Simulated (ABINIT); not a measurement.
Crystal: Ge.

```
CELL_PARAMETERS angstrom
0.00000 2.82891 2.82891
2.82891 0.00000 2.82891
2.82891 2.82891 0.00000
ATOMIC_POSITIONS crystal
Ge 0.75000 0.75000 0.75000
Ge 0.50000 0.50000 0.50000
```

Program: ABINIT 10.8.3 (patched build). Alike in all runs: no spin polarisation; cell as given; smearing fermi-dirac 0.05 eV. Hardware: 1 thread of Arm Neoverse V1, on a shared host.

Task: Order these runs on this cell by their wall time, lowest first.
A. task single point; level LDA; potentials or basis JTH PAW LDA v2.0; k mesh 10 × 10 × 10; cutoff (eV) 544; fine-grid cutoff 1088.46 eV; mesh quality not flagged
B. task band structure; level SOGGA; potentials or basis PseudoDojo NC SR PBEsol v0.4.1 standard; k mesh 8 × 8 × 8; cutoff (eV) 1061; mesh quality not flagged
C. task single point; level LDA; potentials or basis JTH PAW LDA v2.0; k mesh 6 × 6 × 6; cutoff (eV) 544; fine-grid cutoff 1088.46 eV; mesh quality not flagged
D. task band structure; level LDA-Teter; potentials or basis JTH PAW LDA v2.0; k mesh 8 × 8 × 8; cutoff (eV) 544; fine-grid cutoff 1088.46 eV; mesh quality not flagged
E. task single point; level PBE; potentials or basis JTH PAW PBE v2.0; k mesh 3 × 3 × 3; cutoff (eV) 544; fine-grid cutoff 1088.46 eV; mesh quality coarse

Result: E (6.1 s), C (14 s), A (37 s), D (80 s), B (280 s).

Caveats: some runs use coarse meshes.

Not every run made on this cell is shown here.
